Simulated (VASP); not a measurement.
The system is PbO2.

```
Pb O
1.0
     4.99496    0.00000    0.00000
     0.00000    4.99496    0.00000
     0.00000    0.00000    3.40900
Pb O
2 4
Cartesian
  2.4975 2.4975 1.7045
  0.0000 0.0000 0.0000
  3.4594 3.4594 0.0000
  4.0331 0.9619 1.7045
  0.9619 4.0331 1.7045
  1.5356 1.5356 0.0000
```

The cell is a database's computed one.

Base run:

- Program: VASP 6.6.1
- Functional: HSE03
- Potentials or basis: VASP PAW PBE potentials, release 64 (Pb_d, O)
- Cutoff: 520 eV
- k mesh: 4 × 4 × 6
- Occupations: gaussian, width 0.02 eV
- Spin: no spin polarisation

Its results: pressure -2.7 GPa; largest force 0.037 eV/Å.

Task: The run is repeated on the same cell with these changes: functional from HSE03 to PBE0. What comes out?

Result: Pressure -3.5 GPa; largest force 0.040 eV/Å.

Caveats: the PAW data sets were made with another functional, which shifts forces and pressure a little.
